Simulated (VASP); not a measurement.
# Os in VASP: reference runs

Aim: a first look at Os with PBE, on the cell as given.

Program: VASP 6.6.1. These are calculated values, not measurements. Logs are shortened: lines on timing, memory, paths and dates and some standing lists are left out, and cuts for length are marked.

## Step 1: The undisturbed slab

The cell holds a slab with vacuum, 5 atoms: a = 2.734 Å, b = 2.734 Å, c = 23.639 Å, α = 90.00°, β = 90.00°, γ = 120.00°.

The slab is cut from a database's or a generator's crystal, which needn't be the stable form of the element.

## Step 2: Single point, PBE (the (0 0 1) slab of Os, cut from the database cell, not relaxed)

Input file INCAR:

```
ALGO = Normal
DIPOL = 0.5 0.5 0.500
EDIFF = 1E-7
ENCUT = 520
GGA = PE
IDIPOL = 3
ISIF = 2
ISMEAR = -1
LASPH = T
LCHARG = T
LDIPOL = T
LELF = T
LREAL = F
LVACPOTAV = T
LVHAR = T
LWAVE = F
NBANDS = 28
NELM = 60
PREC = Accurate
SIGMA = 0.05
```

Input file KPOINTS:

```
k-points
0
Gamma
  11 11 1
```

Input file POSCAR:

```
Os
1.0
    2.7340999755      0.0000000000      0.0000000000
   -1.3670499877      2.3678000353      0.0000000000
    0.0000000000      0.0000000000     23.6394000000
Os
5
Direct
    0.3333333333      0.6666666666      0.3172669357
    0.6666666667      0.3333333334      0.4086334679
    0.3333333333      0.6666666666      0.5000000000
    0.6666666667      0.3333333334      0.5913665321
    0.3333333333      0.6666666666      0.6827330643
```

Potentials or basis: VASP PAW PBE potentials, release 64 (Os).

Launch:

```
> cat potpaw_PBE.64/Os/POTCAR > POTCAR
> mpirun -np 1 vasp_std > vasp.out
```

OUTCAR:

```text
EDIFF = 1E-7
   ENCUT = 520
   GGA = PE
   ISIF = 2
   ISMEAR = -1
   LASPH = T
   LREAL = F
   NELM = 60
   PREC = Accurate

 ion  position               nearest neighbor table
   1  0.333  0.667  0.317-   2 2.68   2 2.68   2 2.68
   2  0.667  0.333  0.409-   3 2.68   3 2.68   3 2.68   1 2.68   1 2.68   1 2.68
   3  0.333  0.667  0.500-   2 2.68   4 2.68   2 2.68   4 2.68   2 2.68   4 2.68
   4  0.667  0.333  0.591-   3 2.68   3 2.68   3 2.68   5 2.68   5 2.68   5 2.68
   5  0.333  0.667  0.683-   4 2.68   4 2.68   4 2.68

  LATTYP: Found a hexagonal cell.
 ALAT       =     2.7340999755
 C/A-ratio  =     8.6461359174

  Lattice vectors:

 A1 = (   2.7340999755,   0.0000000000,   0.0000000000)
 A2 = (  -1.3670499877,   2.3678000353,   0.0000000000)
 A3 = (   0.0000000000,   0.0000000000,  23.6394000000)

Analysis of symmetry for initial positions (statically):
=====================================================================
 Subroutine PRICEL returns:
 Original cell was already a primitive cell.

 Routine SETGRP: Setting up the symmetry group for a
 hexagonal supercell.

 Subroutine GETGRP returns: Found 12 space group operations
 (whereof 12 operations were pure point group operations)
 out of a pool of 24 trial point group operations.

The static configuration has the point symmetry D_3h.

Analysis of symmetry for dynamics (positions and initial velocities):
=====================================================================
 Subroutine PRICEL returns:
 Original cell was already a primitive cell.

 Routine SETGRP: Setting up the symmetry group for a
 hexagonal supercell.

 Subroutine GETGRP returns: Found 12 space group operations
 (whereof 12 operations were pure point group operations)
 out of a pool of 24 trial point group operations.

The dynamic configuration has the point symmetry D_3h.

 Subroutine INISYM returns: Found 12 space group operations
 (whereof 12 operations are pure point group operations),
 and found     1 'primitive' translations

----------------------------------------------------------------------------------------

                                     Primitive cell

  volume of cell :     153.0368

  direct lattice vectors                    reciprocal lattice vectors
     2.734099975  0.000000000  0.000000000     0.365751073  0.211166480  0.000000000
    -1.367049988  2.367800035  0.000000000     0.000000000  0.422332961  0.000000000
     0.000000000  0.000000000 23.639400000     0.000000000  0.000000000  0.042302258

  length of vectors
     2.734099975  2.734099976 23.639400000     0.422332961  0.422332961  0.042302258

  position of ions in fractional coordinates (direct lattice)
     0.333333333  0.666666667  0.317266936
     0.666666667  0.333333333  0.408633468
     0.333333333  0.666666667  0.500000000
     0.666666667  0.333333333  0.591366532
     0.333333333  0.666666667  0.682733064

  ion indices of the primitive-cell ions
   primitive index   ion index
                 1           1
                 2           2
                 3           3
                 4           4
                 5           5

----------------------------------------------------------------------------------------

 KPOINTS: k-points

Automatic generation of k-mesh.
 Grid dimensions read from file:
 generate k-points for:   11   11    1

 Generating k-lattice:

  Cartesian coordinates                     Fractional coordinates (reciprocal lattice)
     0.033250098  0.019196953  0.000000000     0.090909091  0.000000000  0.000000000
     0.000000000  0.038393906  0.000000000     0.000000000  0.090909091  0.000000000
     0.000000000  0.000000000  0.042302258     0.000000000  0.000000000  1.000000000

  Length of vectors
     0.038393906  0.038393906  0.042302258

  Shift w.r.t. Gamma in fractional coordinates (k-lattice)
     0.000000000  0.000000000  0.000000000

 Subroutine IBZKPT returns following result:
 ===========================================

 Found     16 irreducible k-points:

 Following reciprocal coordinates:
            Coordinates               Weight
  0.000000  0.000000  0.000000      1.000000
  0.090909 -0.000000  0.000000      6.000000
  0.181818  0.000000  0.000000      6.000000
  0.272727  0.000000  0.000000      6.000000
  0.363636  0.000000  0.000000      6.000000
  0.454545 -0.000000  0.000000      6.000000
[... 8 lines left out ...]
  0.272727  0.272727  0.000000      6.000000
  0.363636  0.272727  0.000000      6.000000
   k-points           NKPTS =     16   k-points in BZ     NKDIM =     16   number of bands    NBANDS=     28
   number of dos      NEDOS =    301   number of ions     NIONS =      5
   total plane-waves  NPLWV =  72000
   dimension x,y,z NGX =    20 NGY =   20 NGZ =  180
   dimension x,y,z NGXF=    40 NGYF=   40 NGZF=  360
   ions per type =               5
   NGX,Y,Z   is equivalent  to a cutoff of  12.16, 12.16, 12.66 a.u.
   NGXF,Y,Z  is equivalent  to a cutoff of  24.32, 24.32, 25.32 a.u.
 SYSTEM =  unknown system
   PREC   = accura    normal or accurate (medium, high low for compatibility)
   ISTART =      0    job   : 0-new  1-cont  2-samecut
   ICHARG =      2    charge: 1-file 2-atom 10-const
   ISPIN  =      1    spin polarized calculation?
   LNONCOLLINEAR =      F non collinear calculations
   LSORBIT =      F    spin-orbit coupling
   LASPH  =      T    aspherical Exc in radial PAW
   ENCUT  =  520.0 eV  38.22 Ry    6.18 a.u.   5.08  5.08 43.95*2*pi/ulx,y,z
   NELM   =     60;   NELMIN=  2; NELMDL= -5     # of ELM steps
   EDIFF  = 0.1E-06   stopping-criterion for ELM
   LREAL  =      F    real-space projection
   EDIFFG = 0.1E-05   stopping-criterion for IOM
   NSW    =      0    number of steps for IOM
   IBRION =     -1    ionic relax: 0-MD 1-quasi-New 2-CG
   NFREE  =      0    steps in history (QN), initial steepest desc. (CG)
   ISIF   =      2    stress and relaxation
   ISYM   =      2    0-nonsym 1-usesym 2-fastsym
   POTIM  = 0.5000    time-step for ionic-motion
   TEBEG  =    0.0;   TEEND  =   0.0 temperature during run
   PSTRESS=    0.0 pullay stress
   NELECT =      40.0000    total number of electrons
   NUPDOWN=      -1.0000    fix difference up-down
   EMIN   =  10.00;   EMAX   =-10.00  energy-range for DOS
   EFERMI =   0.00;   METHOD = LEGACY
   ISMEAR =    -1;   SIGMA  =   0.05  broadening in eV -4-tet -1-fermi 0-gaus
   EFERMI_NEDOS =   21; number of points for ismear=-14 and -15
   IALGO  =     38    algorithm
   IMIX   =      4    mixing-type and parameters
     AMIX     =   0.40;   BMIX     =  1.00
     AMIX_MAG =   1.60;   BMIX_MAG =  1.00
  volume/ion in A,a.u.               =      30.61       206.55
  Fermi-wavevector in a.u.,A,eV,Ry     =   1.046718  1.978010 14.906785  1.095618
  Thomas-Fermi vector in A             =   2.181568
   LORBIT       =      0    0 simple, 1 ext, 2 COOP (PROOUT), +10 PAW based schemes
   GGA     = PE    functional components
   LHFCALC =     F    Hartree Fock is set to
   AEXX    =    0.0000 exact exchange contribution
   IVDW    =     0    specifies the selected vdW correction
   LEPSILON=     F    determine dielectric tensor
   LRPA    =     F    only Hartree local field effects (RPA)
 non-spin polarized calculation
  energy-cutoff  :      520.00
  volume of cell :      153.04
 maximum number of plane-waves:      4151
   NGX = 11   NGY = 11   NGZ = 87

 dipolmoment           0.000000      0.000000      0.000000 electrons x Angstroem

 number of electron      39.9999999 magnetization

 dipolmoment           0.000000      0.000000     -0.000000 electrons x Angstroem

 Free energy of the ion-electron system (eV)
  ---------------------------------------------------
  ext. energy  EPLUGINS =         0.00000000
  ---------------------------------------------------
  free energy    TOTEN  =       -53.79388225 eV

  energy without entropy =      -53.74834403  energy(sigma->0) =      -53.77111314

 E-fermi :   1.4794     XC(G=0):  -7.3227

 val. band max:        1.4670467827   @ k =   0.0000   0.0000   0.0000
 cond. band min:       1.4878802358   @ k =   0.1818   0.0909   0.0000
 fundamental gap:      0.0208334531
 Fermi energy:         1.4794305879

 k-point     1 :       0.0000    0.0000    0.0000
  band No.  band energies     occupation
      1      -9.0818      2.00000
      2      -7.9427      2.00000
      3      -6.6449      2.00000
      4      -6.0998      2.00000
      5      -5.9822      2.00000
      6      -1.8144      2.00000
[... 20 lines left out ...]
     27       2.4661      0.00000
     28       3.0450      0.00000

 k-point     2 :       0.0909   -0.0000    0.0000
  band No.  band energies     occupation
      1      -8.7567      2.00000
      2      -7.6308      2.00000
      3      -6.3277      2.00000
      4      -5.7955      2.00000
      5      -5.6507      2.00000
      6      -2.2712      2.00000
[... 20 lines left out ...]
     27       2.7267      0.00000
     28       3.0734      0.00000

 k-point     3 :       0.1818    0.0000    0.0000
  band No.  band energies     occupation
      1      -7.8722      2.00000
      2      -6.8264      2.00000
      3      -5.5584      2.00000
      4      -5.0874      2.00000
      5      -4.8303      2.00000
      6      -2.9833      2.00000
[... 20 lines left out ...]
     27       3.1142      0.00000
     28       3.3273      0.00000

 k-point     4 :       0.2727    0.0000    0.0000
  band No.  band energies     occupation
      1      -6.7635      2.00000
      2      -6.0283      2.00000
      3      -5.1010      2.00000
      4      -4.7677      2.00000
      5      -4.3706      2.00000
      6      -3.6749      2.00000
[... 330 lines left out ...]
     27       6.5080      0.00000
     28       7.0668      0.00000

 k-point    15 :       0.2727    0.2727    0.0000
  band No.  band energies     occupation
      1      -4.8383      2.00000
      2      -4.7224      2.00000
      3      -4.4186      2.00000
      4      -4.3156      2.00000
      5      -3.7386      2.00000
      6      -3.4618      2.00000
[... 20 lines left out ...]
     27       6.7628      0.00000
     28       7.3808      0.00000

 k-point    16 :       0.3636    0.2727    0.0000
  band No.  band energies     occupation
      1      -4.8594      2.00000
      2      -4.5794      2.00000
      3      -4.2334      2.00000
      4      -3.9776      2.00000
      5      -3.7837      2.00000
      6      -3.5220      2.00000
[... 20 lines left out ...]
     27       7.2256      0.00000
     28       7.9084      0.00000

------------------------ aborting loop because EDIFF is reached ----------------------------------------

  FORCE on cell =-STRESS in cart. coord.  units (eV):
  Direction    XX          YY          ZZ          XY          YZ          ZX
  --------------------------------------------------------------------------------------
  -------------------------------------------------------------------------------------
  Total       -2.3105030     -2.3105030     -0.8347397     -0.0000000      0.0000000     -0.0000000
  in kB      -24.1891861    -24.1891861     -8.7390814     -0.0000000      0.0000000     -0.0000000
  external PRESSURE =     -19.0391512 kB  Pullay stress =       0.0000000 kB

 VOLUME and BASIS-vectors are now :
 -----------------------------------------------------------------------------
  energy-cutoff  :      520.00
  volume of cell :      153.04
      direct lattice vectors                 reciprocal lattice vectors
     2.734099975  0.000000000  0.000000000     0.365751073  0.211166480  0.000000000
    -1.367049988  2.367800035  0.000000000     0.000000000  0.422332961  0.000000000
     0.000000000  0.000000000 23.639400000     0.000000000  0.000000000  0.042302258

 POSITION                                       TOTAL-FORCE (eV/Angst)
 -----------------------------------------------------------------------------------
      0.00000      1.57853      7.50000        -0.000000     -0.000000      0.594938
      1.36705      0.78927      9.65985         0.000000     -0.000000     -1.012405
      0.00000      1.57853     11.81970         0.000000      0.000000      0.000000
      1.36705      0.78927     13.97955         0.000000     -0.000000      1.012405
      0.00000      1.57853     16.13940        -0.000000     -0.000000     -0.594938
 -----------------------------------------------------------------------------------
    total drift:                                0.000000     -0.000000     -0.000000

  FREE ENERGIE OF THE ION-ELECTRON SYSTEM (eV)
  ---------------------------------------------------
  free  energy   TOTEN  =       -53.7938822533 eV

  energy  without entropy=      -53.7483440279  energy(sigma->0) =      -53.77111314

 vacuum level on the upper side and lower side of the slab         6.790         6.790
```

It took 1.7 min on 1 thread of Intel Xeon Platinum 8559C (Emerald Rapids), shared host; peak memory 0.26 GiB.

What came out:

```yaml
Free_energy: -53.7939 eV
Largest_force: 1.012 eV/Å
Band_gap_on_the_k_mesh: none (metal or under the smearing width)
Work_function_of_the_upper_face: 5.31 eV
Work_function_of_the_lower_face: 5.31 eV
```

Forces in eV/Å, atoms in the order of the input:
```
Os   0.000  0.000  0.595
Os   0.000  0.000 -1.012
Os   0.000  0.000  0.000
Os   0.000  0.000  1.012
Os   0.000  0.000 -0.595
```

Spin-orbit coupling is left out, which matters for the levels of Os.
